A thin infrared detector film has to absorb light right at its band edge, and that decides which crystals are worth depositing. Absorption is strong there only if the highest filled and the lowest empty level sit at the same point of the band structure. Otherwise a lattice vibration must take part, and the film has to be much thicker. Among the eleven rocksalt crystals below, SnTe and the three lead salts meet the condition and the other seven don't.

Band levels of eleven rocksalt crystals (space group Fm-3m), computed with Ansatz 0.2.0 using r2SCAN, plane waves (cutoff 500 eV) and PAW, without spin polarisation, in cells relaxed with r2SCAN. Levels count from each crystal's own valence top; v1 is the highest filled band and c1 the lowest empty one. Smearing, where used, is Fermi–Dirac.

```
formula  element on site A  Z A  element on site B  Z B  difference of Pauling electronegativities  volume per atom (Å³)  shortest distance (Å)    k mesh  smearing width  band c1 at Gamma, r2SCAN (eV)  band c1 at X, r2SCAN (eV)  band c1 at L, r2SCAN (eV)  band v1 at X, r2SCAN (eV)  band v1 at L, r2SCAN (eV)  band c1 at X, r2SCAN less band c1 at Gamma, r2SCAN (eV)  band c1 at L, r2SCAN less band c1 at Gamma, r2SCAN (eV)
    MgS                 Mg   12                  S   16                                       1.27                 17.61                  2.602     8×8×8            0 eV                          4.642                      3.463                      5.214                     -1.726                     -0.623                                                   -1.179                                                    0.572
   MgSe                 Mg   12                 Se   34                                       1.24                 20.49                  2.736     8×8×8            0 eV                          3.438                      2.477                      4.516                     -1.789                     -0.599                                                   -0.961                                                    1.078
    AlN                 Al   13                  N    7                                       1.43                  8.23                  2.019  10×10×10            0 eV                          6.530                      5.522                      6.938                     -2.903                     -1.153                                                   -1.008                                                    0.408
    ZnS                 Zn   30                  S   16                                       0.93                 16.21                  2.531     8×8×8         0.02 eV                          2.672                      0.131                      4.437                     -2.649                     -0.111                                                   -2.541                                                    1.765
    GaN                 Ga   31                  N    7                                       1.23                  9.37                  2.108  10×10×10            0 eV                          2.854                      1.169                      5.394                     -3.141                     -0.187                                                   -1.685                                                    2.540
    SrO                 Sr   38                  O    8                                       2.49                 17.17                  2.580     8×8×8            0 eV                          4.590                      3.799                      7.105                     -0.081                     -1.082                                                   -0.791                                                    2.515
    CdS                 Cd   48                  S   16                                       0.89                 20.27                  2.727     8×8×8            0 eV                          1.604                      0.753                      4.037                     -2.204                      0.000                                                   -0.851                                                    2.433
   SnTe                 Sn   50                 Te   52                                       0.14                 32.44                  3.189     8×8×8         0.02 eV                          3.361                      2.471                      0.145                     -3.930                      0.000                                                   -0.890                                                   -3.216
    PbS                 Pb   82                  S   16                                       0.25                 26.66                  2.987     8×8×8            0 eV                          5.506                      4.240                      0.692                     -3.459                      0.000                                                   -1.266                                                   -4.814
   PbSe                 Pb   82                 Se   34                                       0.22                 29.47                  3.089     8×8×8            0 eV                          4.992                      4.147                      0.664                     -3.203                      0.000                                                   -0.845                                                   -4.328
   PbTe                 Pb   82                 Te   52                                       0.23                 34.90                  3.268     8×8×8            0 eV                          4.311                      3.736                      1.090                     -2.765                      0.000                                                   -0.575                                                   -3.221
```

Here v1 is the top filled band and c1 the lowest empty one, and each crystal's levels count from its own valence top. Γ, X and L name three ways in which the electron wave can change sign from one cell to the next. In seven rows the lowest empty level lies at X, with Γ next and L highest. In SnTe, PbS, PbSe and PbTe it lies at L, 3.2 to 4.8 eV below Γ, and the valence top is at L as well.

What separates the two groups is the electron count. Seven crystals have eight outer s and p electrons per formula unit, which fill the anion shell and leave the cation s level empty. The other four have ten, and the extra pair fills the cation s level. The label c1 therefore points to different orbitals: at Γ an s-type level in the first group, expected to be cation s mixed with anion s, and largely cation p in the second. A small electronegativity difference also marks the second group, but nothing in the first group suggests that it draws the valley down to L: ZnS and CdS have the smallest differences of the first group, and their L valleys still lie well above Γ.

Why a cation p band should have its minimum at L follows from the signs of the wave. Each cation sits midway between pairs of anions, one in front and one behind. With f and b for the signs that the wave carries on these two anions, the net couplings go as

cation s with anion p: f − b
cation p with anion p: f + b

At Γ and X the two signs are equal, so s and p ignore each other while p and p can couple. At L the wave reverses from one anion layer to the next along the cube diagonal, so f = −b: now s and p couple, and p and p between nearest neighbours don't.

PbS shows what this does to the filled levels. From Γ to L the Pb s level falls by 2.8 eV, while one of the three sulphur p levels rises by 2.2 eV and becomes the valence top. The other two p levels, which symmetry keeps apart from Pb s at L, rise by only 0.4 eV. A filled s level below the anion p shell thus pushes the valence top up, and does so at L.

The size of this push can be estimated from a simple rule: when two levels repel each other, one rises by as much as the other falls. At Γ the Pb s level is held up by the deeper sulphur s level. That repulsion is gone at L, where the sulphur s level is found 1.20 eV higher, so 1.20 eV of the fall of Pb s belongs to it. The rest must be due to sulphur p:

expected lift of the p level = 2.84 − 1.20 = 1.64 eV

The calculation puts the lifted p level 1.83 eV above its two unmixed partners, so the estimate is about a tenth too small. It has no adjustable constant, but it uses levels of this one crystal and leaves out the direct overlap between like atoms and the coupling of sulphur s with lead p at L. The first omission matters most: overlap between the sulphur atoms should by itself place this p level below its partners, so the true push is expected to be well above 1.83 eV and the close match is partly luck. What the levels do show is the pattern: Pb s falls, and the one p level that symmetry lets meet it rises far more than the other two.

The empty levels of PbS move the other way. At Γ the lowest of them form a set of three, most simply read as Pb p pushed up by sulphur p. At L that push is absent, and the set drops, two levels by 3.3 eV and the third by 4.8 eV. The third has its lobes along the cube diagonal, where theory expects Pb atoms of successive layers to bond with each other, and it forms the valley. The simple rule fails on this side, because the unmixed sulphur p levels rise far less than the Pb p levels fall. The push from sulphur p is thus a likely cause of the drop, not a tested one.

In the eight-electron crystals the same s–p coupling works with the order of levels reversed. The empty cation s level lies above the anion p shell and should push one p level down at L. This level ends up about 1 eV below its partners in SrO and 7.3 eV below them in AlN. Much of that distance, probably most of it in AlN where the nitrogen atoms are closely spaced, should come from direct overlap between the anions, and the levels alone don't separate the two parts. The cation s level itself should be pushed up in return, which helps to keep the L valley high. In SrO this is hardly the whole cause, because the p level lies below its partners by less than half of the 2.5 eV by which the valley rises. Direct overlap between the cation s orbitals, which lowers their level at Γ and cancels at L, probably adds to it. The s level of SrO may even rise further than the valley does: on the way to L the two lowest empty levels approach to within 0.3 eV and part again, so the lower one may end up largely Sr d.

X beats Γ for a different reason. In SrO and AlN the lowest empty band first climbs from Γ towards X, by more than 0.7 eV in SrO and at least 2.3 eV in AlN, and then drops below its starting value. In both, a second level, part of a set of three higher up at Γ, comes down to meet it. In SrO this level takes over; it is known to be largely Sr d, and at X the signs of the wave let such orbitals on neighbouring cations bond. In AlN the levels at hand follow it only two fifths of the way, so there and in the other five crystals it isn't known which level forms the valley. It may still be the cation s level: at Γ all six anion s orbitals around a cation act together to push it up, whereas at X two of the six have changed sign and most of the push cancels. ZnS stands out with an X valley 2.5 eV below Γ, against 0.9 eV in CdS. The longer bonds of CdS weaken the push at Γ, which goes the right way, but the table doesn't show how much of the difference this explains.

AlN has the smallest step from Γ up to L, only 0.4 eV, because its lowest empty band doesn't keep climbing. It rises by 1.3 eV along the way and then drops by 0.9 eV before it reaches L. Meanwhile the next single level first falls by 1.2 eV and then climbs to 7.7 eV above the lowest one at L, as when two levels approach and trade character. The rule used for PbS can't decide the matter, since it puts the s-derived level about halfway between these two. The likely reading is that a level of cation p mixed with anion s has taken over, a relative of the one that forms the valley in the lead salts.

GaN fits this reading. Counted from the filled level at Γ, its Γ valley lies 3.2 eV lower than that of AlN, but its L valley only 1.0 eV lower. Gallium has a filled d shell that screens the nucleus poorly, so its outer s level is deeper, and an s-derived valley should follow it down. The difference between the atoms is expected to cover only part of the drop, and the larger cell of GaN, 9.37 against 8.23 Å³ per atom, should add to it. A valley made mostly of p follows much less, and the step from Γ to L widens to 2.5 eV. The X valley drops even further than the one at Γ, by 3.8 eV, and which orbitals form it in GaN stays open.

The structure matters as much as the elements. GaN, ZnS and CdS normally grow with four neighbours around each atom, and in that form both band edges sit at Γ and absorption is direct. In rocksalt the cation d shell can't mix with anion p at Γ but can at L, which helps to lift the filled level at L above the one at Γ, by 0.3 eV in GaN and 0.8 eV in CdS. With the lowest empty level at X, the edges no longer match. A film of these compounds forced into the rocksalt form would lose its sharp absorption edge.

Within the lead salts the L valley lies 4.8 eV below Γ in PbS but only 3.2 eV below it in PbTe. Longer bonds weaken the p–p push that raises the level at Γ. If the whole difference followed the inverse square of the bond length, the usual rule for a coupling, PbS would lead to 4.0 eV for PbTe, which covers about half of the change. A repulsion between well-separated levels goes as the square of the coupling and would cover more. The share left for the anion itself, whose levels and size change along with the bond, therefore stays open.

SnTe differs from PbTe mainly in its valence top. Its empty levels at Γ, X and L and its filled level at X all lie 0.9 to 1.3 eV lower when counted from that top. So many levels shifting together point to the top itself, raised by about 1 eV. The cause is well known: relativity pulls the s level of lead down more than that of tin, so tin s lies closer to tellurium p and pushes harder. The shorter bond of SnTe, 3.189 against 3.268 Å, should work the same way.

That push leaves SnTe with a gap of 0.15 eV, too small to trust in a calculation without spin–orbit coupling, and even the order of the two edge levels at L is uncertain. The same omission affects the lead salts. PbTe comes out at 1.09 eV, several times the measured gap. The table can therefore tell an engineer that the lead salts absorb directly, but the cut-off wavelength of a detector has to come from measurement or from a calculation that includes spin–orbit coupling and reproduces known gaps.
